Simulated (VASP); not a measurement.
# BP (F-43m) in VASP: further runs, part 2 of 3

VASP 6.6.1.

## Step 3: G0W0 quasiparticle levels, PBE

POSCAR reads:

```
BP
1.0
    0.0000000000      2.2690000000      2.2690000000
    2.2690000000      0.0000000000      2.2690000000
    2.2690000000      2.2690000000      0.0000000000
P B
1 1
Direct
    0.7500000000      0.7500000000      0.7500000000
    0.0000000000      0.0000000000      0.0000000000
```

INCAR.step1 reads:

```
PREC = Accurate ; ENCUT = 450
EDIFF = 1E-8 ; ISMEAR = 0
SIGMA = 0.01 ; LREAL = False
LASPH = True ; NELM = 80
ALGO = Normal ; LWAVE = True
LCHARG = False ; GGA = PE
```

INCAR.step2 reads:

```
PREC = Accurate ; ENCUT = 450
EDIFF = 1E-8 ; ISMEAR = 0
SIGMA = 0.01 ; LREAL = False
LASPH = True ; NELM = 1
ALGO = Exact ; LWAVE = True
LCHARG = False ; GGA = PE
NBANDS = 18 ; LOPTICS = True
ISTART = 1
```

INCAR.step3 reads:

```
PREC = Accurate ; ENCUT = 450
EDIFF = 1E-8 ; ISMEAR = 0
SIGMA = 0.01 ; LREAL = False
LASPH = True ; ALGO = EVGW0
LWAVE = False ; LCHARG = False
GGA = PE ; NELMGW = 1
NBANDS = 18 ; ENCUTGW = 50
NOMEGA = 48 ; PRECFOCK = Fast
ISTART = 1 ; NBANDSGW = 12
```

KPOINTS reads:

```
Automatic mesh
0
Gamma
  3 3 3
```

Potentials or basis: VASP PAW PBE potentials, release 64 (P_GW, B_GW).

Command:

```
$ cat potpaw_PBE.64/P_GW/POTCAR potpaw_PBE.64/B_GW/POTCAR > POTCAR
$ cp INCAR.step1 INCAR
$ mpirun -np 1 vasp_std > vasp.out
$ cp INCAR.step2 INCAR
$ mpirun -np 1 vasp_std > vasp.out
$ cp INCAR.step3 INCAR
$ mpirun -np 1 vasp_std > vasp.out
```

OUTCAR:

```text
PREC = Accurate
   ENCUT = 450
   EDIFF = 1E-8
   ISMEAR = 0
   LREAL = False
   LASPH = True
   GGA = PE
   NELMGW = 1
   ENCUTGW = 50
   PRECFOCK = Fast
   ISTART = 1

 Found      4 irreducible k-points:

 Following reciprocal coordinates:
            Coordinates               Weight
  0.000000  0.000000  0.000000      1.000000
  0.333333  0.000000  0.000000      8.000000
  0.333333  0.333333  0.000000      6.000000
 -0.333333  0.333333  0.000000     12.000000
   k-points           NKPTS =      4   k-points in BZ     NKDIM =     27   number of bands    NBANDS=     18
   number of dos      NEDOS =    301   number of ions     NIONS =      2
   total plane-waves  NPLWV =  13824
   dimension x,y,z NGX =    24 NGY =   24 NGZ =   24
   dimension x,y,z NGXF=    48 NGYF=   48 NGZF=   48
   ions per type =               1   1
   NGX,Y,Z   is equivalent  to a cutoff of  12.43, 12.43, 12.43 a.u.
   NGXF,Y,Z  is equivalent  to a cutoff of  24.87, 24.87, 24.87 a.u.
 SYSTEM =  unknown system
   PREC   = accura    normal or accurate (medium, high low for compatibility)
   ISTART =      1    job   : 0-new  1-cont  2-samecut
   ICHARG =      0    charge: 1-file 2-atom 10-const
   ISPIN  =      1    spin polarized calculation?
   LNONCOLLINEAR =      F non collinear calculations
   LSORBIT =      F    spin-orbit coupling
   LASPH  =      T    aspherical Exc in radial PAW
   ENCUT  =  450.0 eV  33.07 Ry    5.75 a.u.   5.55  5.55  5.55*2*pi/ulx,y,z
   NELM   =     60;   NELMIN=  2; NELMDL=  0     # of ELM steps
   EDIFF  = 0.1E-07   stopping-criterion for ELM
   LREAL  =      F    real-space projection
   EDIFFG = 0.1E-06   stopping-criterion for IOM
   NSW    =      0    number of steps for IOM
   IBRION =     -1    ionic relax: 0-MD 1-quasi-New 2-CG
   NFREE  =      0    steps in history (QN), initial steepest desc. (CG)
   ISIF   =      0    stress and relaxation
   ISYM   =      3    0-nonsym 1-usesym 2-fastsym
   POTIM  = 0.5000    time-step for ionic-motion
   TEBEG  =    0.0;   TEEND  =   0.0 temperature during run
   PSTRESS=    0.0 pullay stress
   NELECT =       8.0000    total number of electrons
   NUPDOWN=      -1.0000    fix difference up-down
   EMIN   =  10.00;   EMAX   =-10.00  energy-range for DOS
   EFERMI =   0.00;   METHOD = LEGACY
   ISMEAR =     0;   SIGMA  =   0.01  broadening in eV -4-tet -1-fermi 0-gaus
   EFERMI_NEDOS =   21; number of points for ismear=-14 and -15
   IALGO  =     38    algorithm
   IMIX   =      4    mixing-type and parameters
     AMIX     =   0.40;   BMIX     =  1.00
     AMIX_MAG =   1.60;   BMIX_MAG =  1.00
  volume/ion in A,a.u.               =      11.68        78.83
  Fermi-wavevector in a.u.,A,eV,Ry     =   1.145320  2.164342 17.847562  1.311759
  Thomas-Fermi vector in A             =   2.282009
   LORBIT       =      0    0 simple, 1 ext, 2 COOP (PROOUT), +10 PAW based schemes
   GGA     = PE    functional components
   LHFCALC =     T    Hartree Fock is set to
   PRECFOCK=fast      Normal, Fast or Accurate (Low or Medium for compatibility)
   ENCUT4O =  -1.0   cutoff for four orbital integrals eV
   NKREDX  =     1    reduce k-point grid by
   NKREDY  =     1    reduce k-point grid by
   NKREDZ  =     1    reduce k-point grid by
   AEXX    =    1.0000 exact exchange contribution
   HFSCREEN=    0.0000 screening length (either q_TF or 0.3 A-1)
   HFSCREENC=   0.0000 screening length for correlation (either q_TF or 0.3 A-1)
   ENCUTFOCK=  -1.0 apply spherical cutoff to Coloumb kernel
   IVDW    =     0    specifies the selected vdW correction
   LEPSILON=     F    determine dielectric tensor
   LRPA    =     F    only Hartree local field effects (RPA)
   LRPAFORCE           =     F    calculate RPA forces
   ENCUTGW             =  50.0    cutoff for response function in eV
   ENCUTGWSOFT         =  40.0    soft cutoff for Coulomb kernel in GW response function in eV
   ENCUTLF             =  -1.0    cutoff for local field effects
   NELMGW              =     1    number of iterations in solving QP/BSE equation
   NELMHF              =     1    number of iterations in the inner HF iteration
   NKREDLFX            =     1    NKREDLFY  =   1   NKREDLFZ  =   1
 non-spin polarized calculation
 Gauss-broadening in eV      SIGMA  =   0.01
  energy-cutoff  :      450.00
  volume of cell :       23.36
 maximum number of plane-waves:       531
 NGX is ok and might be reduce to    24
  NGX = 14; NGY = 14; NGZ = 14
   NGX = 11   NGY = 11   NGZ = 11
 maximum number of plane-waves:        22
 NGX is ok and might be reduce to    10

 QP shifts <psi_nk| G(iteration)W_0 |psi_nk>: iteration 1
 for sc-GW calculations column KS-energies equals QP-energies in previous step
 and V_xc(KS)=  KS-energies - (<T + V_ion + V_H > + <T+V_H+V_ion>^1  + <V_x>^1)

 k-point   1 :       0.0000    0.0000    0.0000
  band No.  KS-energies  QP-energies   sigma(KS)   V_xc(KS)     V^pw_x(r,r')   Z            occupation Imag(sigma)

      1      -8.2562      -8.5064     -12.3826     -12.0443     -20.4104       0.7396       2.0000       1.5889
      2       7.2423       7.6301     -12.8464     -13.3323     -15.6940       0.7980       2.0000       0.0980
      3       7.2423       7.6301     -12.8464     -13.3323     -15.6940       0.7980       2.0000       0.0980
      4       7.2423       7.6301     -12.8464     -13.3323     -15.6940       0.7980       2.0000       0.0980
      5      10.5996      11.6676     -10.7015     -12.0587      -6.6990       0.7869       0.0000      -0.1037
      6      10.5996      11.6676     -10.7015     -12.0587      -6.6990       0.7869       0.0000      -0.1037
      7      10.5996      11.6676     -10.7015     -12.0587      -6.6990       0.7869       0.0000      -0.1037
      8      14.6211      15.8430     -11.1642     -12.7388      -5.8616       0.7760       0.0000      -0.2536
      9      18.7364      19.2487      -8.7017      -9.3455      -3.2088       0.7956       0.0000      -0.4391
     10      19.2001      20.6957      -9.8287     -11.7529      -4.8887       0.7772       0.0000      -0.2795
     11      19.2001      20.6957      -9.8287     -11.7529      -4.8887       0.7772       0.0000      -0.2795
     12      22.8563      23.9079      -8.5441      -9.8669      -2.7229       0.7950       0.0000      -0.7842
[... 36 lines left out ...]
      1      -3.8247      -3.9038     -12.8204     -12.7142     -19.3027       0.7451       2.0000       0.7902
      2      -0.6121      -0.7799     -12.7359     -12.5124     -17.8964       0.7507       2.0000       0.4436
      3       0.8718       0.7138     -11.8370     -11.6314     -15.7545       0.7684       2.0000       0.2511
      4       4.1665       4.2711     -12.5602     -12.6946     -16.0028       0.7786       2.0000       0.1444
      5       9.8351      10.6302      -9.9155     -10.9091      -5.8143       0.8002       0.0000      -0.0979
      6      15.4335      16.5901     -10.1176     -11.5956      -5.2861       0.7825       0.0000      -0.2288
      7      15.7422      17.1946     -10.4843     -12.3392      -5.3371       0.7830       0.0000      -0.2916
      8      16.9753      18.3606     -10.6894     -12.4877      -5.3046       0.7703       0.0000      -0.3302
      9      17.6280      18.9962     -10.3793     -12.1376      -5.1107       0.7781       0.0000      -0.3252
     10      18.8698      20.1697      -9.7348     -11.3649      -4.7725       0.7975       0.0000      -0.3613
     11      25.9044      27.4986      -9.9819     -12.0791      -3.4867       0.7602       0.0000      -0.9166
     12      27.2862      28.5556      -8.5409     -10.1504      -2.6179       0.7887       0.0000      -0.9895
```

OUTCAR.step2:

```text
PREC = Accurate
   ENCUT = 450
   EDIFF = 1E-8
   ISMEAR = 0
   LREAL = False
[... 518 lines left out ...]
     0.00000    18.78421    18.78421    18.78421    -0.00000    -0.00000     0.00000
     0.55115    19.01931    19.01931    19.01931    -0.00000    -0.00000     0.00000
     1.10230    19.78505    19.78505    19.78505    -0.00000    -0.00000     0.00000
     1.65345    21.28298    21.28298    21.28298    -0.00000    -0.00000     0.00000
     2.20460    24.09755    24.09755    24.09755    -0.00000    -0.00000     0.00000
     2.75575    30.54040    30.54040    30.54040    -0.00000    -0.00000     0.00000
[... 92 lines left out ...]
    54.01279     0.79179     0.79179     0.79179     0.00000     0.00000    -0.00000
    54.56395     0.79617     0.79617     0.79617     0.00000     0.00000    -0.00000
```

Wall time 11 s (1 thread of Intel Xeon Platinum 8375C at 2.90GHz (Ice Lake), shared host); peak memory 0.16 GiB.

The run converged, but some of its settings lie outside the range that counts as converged, so its numbers aren't taken as properties of the crystal.

What came out:

```yaml
Band_gap_on_the_k_mesh_mean-field_level: 1.34 eV, indirect (least direct gap 3.36 eV)
Quasiparticle_gap: 1.70 eV
Least_direct_quasiparticle_gap: 4.04 eV
```

Caveat: the k mesh is coarse (spacing up to 0.80 Å⁻¹), so the values aren't converged; bands, screening cutoff and mesh are small and nothing is extrapolated, so the quasiparticle values aren't converged; an odd mesh through Γ misses points on the zone boundary, where band edges often lie.

## Step 4: G0W0 quasiparticle levels, PBE

POSCAR is that of step 3.

INCAR.step1 is that of step 3.

INCAR.step2, as its differences from that of step 3:

```diff
@@ -6,3 +6,3 @@
 LCHARG = False ; GGA = PE
-NBANDS = 18 ; LOPTICS = True
+NBANDS = 32 ; LOPTICS = True
 ISTART = 1
```

INCAR.step3, as its differences from that of step 3:

```diff
@@ -6,3 +6,3 @@
 GGA = PE ; NELMGW = 1
-NBANDS = 18 ; ENCUTGW = 50
+NBANDS = 32 ; ENCUTGW = 150
 NOMEGA = 48 ; PRECFOCK = Fast
```

KPOINTS reads:

```
Automatic mesh
0
Gamma
  2 2 2
```

Potentials or basis: VASP PAW PBE potentials, release 64 (P_GW, B_GW).

Command:

```
$ cat potpaw_PBE.64/P_GW/POTCAR potpaw_PBE.64/B_GW/POTCAR > POTCAR
$ cp INCAR.step1 INCAR
$ mpirun -np 1 vasp_std > vasp.out
$ cp INCAR.step2 INCAR
$ mpirun -np 1 vasp_std > vasp.out
$ cp INCAR.step3 INCAR
$ mpirun -np 1 vasp_std > vasp.out
```

OUTCAR:

```text
PREC = Accurate
   ENCUT = 450
   EDIFF = 1E-8
   ISMEAR = 0
   LREAL = False
   LASPH = True
   GGA = PE
   NELMGW = 1
   ENCUTGW = 150
   PRECFOCK = Fast
   ISTART = 1

 Found      3 irreducible k-points:

 Following reciprocal coordinates:
            Coordinates               Weight
  0.000000  0.000000  0.000000      1.000000
[... 85 lines left out ...]
      2       7.4819       7.2468     -13.6909     -13.3950     -16.7941       0.7946       2.0000       0.0914
      3       7.4819       7.2468     -13.6909     -13.3950     -16.7941       0.7946       2.0000       0.0914
      4       7.4819       7.2468     -13.6909     -13.3950     -16.7941       0.7946       2.0000       0.0914
      5      10.7369      11.3412     -11.2233     -12.0017      -6.0463       0.7762       0.0000      -0.1233
      6      10.7369      11.3412     -11.2233     -12.0017      -6.0463       0.7762       0.0000      -0.1233
      7      10.7369      11.3412     -11.2233     -12.0017      -6.0463       0.7762       0.0000      -0.1233
      8      14.8668      15.5248     -11.8903     -12.6809      -5.3503       0.8321       0.0000      -0.4298
      9      18.8791      18.7904      -9.2499      -9.1350      -3.0250       0.7715       0.0000      -0.4184
     10      19.2975      20.1747     -10.5766     -11.7262      -4.7559       0.7632       0.0000      -0.2105
     11      19.2975      20.1747     -10.5766     -11.7262      -4.7559       0.7632       0.0000      -0.2105
     12      22.9348      23.2542      -9.3088      -9.6839      -2.5384       0.8516       0.0000      -0.8203
[... 20 lines left out ...]
      1      -3.2227      -3.7677     -13.3818     -12.6978     -18.9795       0.7967       2.0000       0.7474
      2      -1.1766      -1.8484     -13.2882     -12.3547     -18.0233       0.7197       2.0000       0.5248
      3       3.2822       2.9157     -12.9750     -12.5003     -16.6434       0.7720       2.0000       0.1837
      4       3.2822       2.9157     -12.9750     -12.5003     -16.6434       0.7720       2.0000       0.1837
      5       8.6345       8.8868     -10.3225     -10.6399      -5.3861       0.7949       0.0000      -0.1059
      6       8.9783       9.2216     -10.1419     -10.4473      -5.1542       0.7967       0.0000      -0.1026
      7      19.5348      20.6133     -11.4131     -12.8193      -4.7157       0.7669       0.0000      -0.5164
      8      19.5348      20.6133     -11.4131     -12.8193      -4.7157       0.7669       0.0000      -0.5164
      9      22.7978      23.8575     -11.0193     -12.3462      -4.1689       0.7986       0.0000      -0.5730
     10      23.7795      24.8073     -10.7287     -12.1174      -4.0126       0.7401       0.0000      -0.5843
     11      25.2413      26.2337     -11.1575     -12.3702      -4.7589       0.8184       0.0000      -0.6658
     12      25.2413      26.2337     -11.1575     -12.3702      -4.7589       0.8184       0.0000      -0.6658
```

OUTCAR.step1:

```text
PREC = Accurate
   ENCUT = 450
   EDIFF = 1E-8
   ISMEAR = 0
   LREAL = False
[... 140 lines left out ...]
      3.40350      3.40350      3.40350         0.000000      0.000000     -0.000000
      0.00000      0.00000      0.00000        -0.000000     -0.000000      0.000000
 -----------------------------------------------------------------------------------
    total drift:                               -0.000000     -0.000000     -0.000000

  FREE ENERGIE OF THE ION-ELECTRON SYSTEM (eV)
  ---------------------------------------------------
  free  energy   TOTEN  =       -10.0348878028 eV

  energy  without entropy=      -10.0348878028  energy(sigma->0) =      -10.03488780
```

OUTCAR.step2:

```text
PREC = Accurate
   ENCUT = 450
   EDIFF = 1E-8
   ISMEAR = 0
   LREAL = False
[... 498 lines left out ...]
     0.00000    33.21165    33.21165    33.21165     0.00000     0.00000    -0.00000
     0.84928    34.63149    34.63149    34.63149     0.00000     0.00000    -0.00000
     1.69857    40.21505    40.21505    40.21505     0.00000     0.00000    -0.00000
     2.54785    59.91437    59.91437    59.91437     0.00000     0.00000    -0.00000
     3.39714   -71.57864   -71.57864   -71.57864     0.00000     0.00000    -0.00000
     4.24642    21.89339    21.89339    21.89339     0.00000     0.00000    -0.00000
[... 92 lines left out ...]
    83.22984     0.87396     0.87396     0.87396    -0.00000    -0.00000     0.00000
    84.07913     0.87657     0.87657     0.87657    -0.00000    -0.00000     0.00000
```

Wall time 10 s (1 thread of Intel Xeon Platinum 8375C at 2.90GHz (Ice Lake), shared host); peak memory 0.16 GiB.

These settings aren't checked as converged: the numbers below hold their error.

Results:

- Band gap on the k mesh, mean-field level: 1.15 eV, indirect (least direct gap 3.25 eV)
- Quasiparticle gap: 1.64 eV
- Least direct quasiparticle gap: 4.09 eV

Caveat: the k mesh is coarse (spacing up to 1.20 Å⁻¹), so the values aren't converged; bands, screening cutoff and mesh are small and nothing is extrapolated, so the quasiparticle values aren't converged.

(Part 2 of 3 ends here.)
